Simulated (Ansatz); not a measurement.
Crystal: HgTe (Coloradoite).

```
Hg Te
1.0
     0.00000    3.21450    3.21450
     3.21450    0.00000    3.21450
     3.21450    3.21450    0.00000
Hg Te
1 1
Direct
  0.00000 0.00000 0.00000
  0.75000 0.75000 0.75000
```

```yaml
Program: Ansatz 0.2.0
Task: relaxation of cell and atoms
Functional: PBE
Potentials_or_basis: Ansatz PAW
Cutoff: "420 eV (not typed: the program's choice for these potentials)"
k_mesh: 7 × 7 × 7
Occupations: fermi-dirac, width 0.05 eV
Spin: no spin polarisation
```

At the start: volume 33.22 Å³/atom.

Where does the relaxation end?

It ends after 5 steps and the volume is 36.79 Å³/atom (+10.8 %); space group F-43m (No. 216, to 0.05 Å).

Step by step:
```tsv
step	energy change (eV)	largest force (eV/Å)	volume (Å³)
1	0.0000	0.0000	66.43
2	-0.0780	0.0000	76.63
3	-0.0900	0.0000	74.21
4	-0.0906	0.0000	73.58
5	-0.0918	0.0000	73.58
```

Final structure:
```cif
data_structure
_symmetry_space_group_name_H-M 'P 1'
_symmetry_Int_Tables_number 1
_cell_length_a 4.7035
_cell_length_b 4.7035
_cell_length_c 4.7035
_cell_angle_alpha 60.000
_cell_angle_beta 60.000
_cell_angle_gamma 60.000
_cell_volume 73.58
loop_
_atom_site_label
_atom_site_type_symbol
_atom_site_fract_x
_atom_site_fract_y
_atom_site_fract_z
_atom_site_occupancy
Hg1 Hg 0.00000 0.00000 0.00000 1
Te1 Te 0.75000 0.75000 0.75000 1
```

Caveat: the plane-wave basis is chosen anew once the cell has moved, so the energies of steps on either side of that aren't comparable; the volume moved by +11 % from the deposited cell, more than functionals usually miss.
